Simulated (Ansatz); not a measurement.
A relaxed cell of Sb is given with its symmetry left out. The cell was reached from a generator's guess, though it ends in a space group that the Crystallography Open Database lists for this formula.

Method: Ansatz, DFT PBE, scalar-relativistic, plane waves, PAW. Cutoff 420 eV, Γ-centred mesh, Gaussian smearing, no spin polarisation.

```
Sb
1.0
    -1.89497    1.89497    1.89497
     1.89497   -1.89497    1.89497
     1.89497    1.89497   -1.89497
Sb
1
Direct
  0.00000 0.00000 0.00000
```

Energies count from the standard state of Sb at the same level.

(1) Find its symmetry and describe it.

(2) How far does it lie from the standard state of Sb?

(3) Is it a metal?

## Answers

(1) Im-3m (No. 229), the bcc type. Conventional cell: a = 3.790 Å. Sb is surrounded by 8 Sb at 3.28 Å and 6 Sb at 3.79 Å.

(2) +0.23 eV/atom. So it is a metastable form at best.

(3) Yes, bands cross the Fermi level on the 22×22×22 mesh.

The last run used a 22×22×22 mesh for its 1-atom cell and Gaussian smearing of 0.10 eV. These runs have no spin–orbit coupling, which can matter for Sb. A structure relaxed within its symmetry needn't be a true minimum.
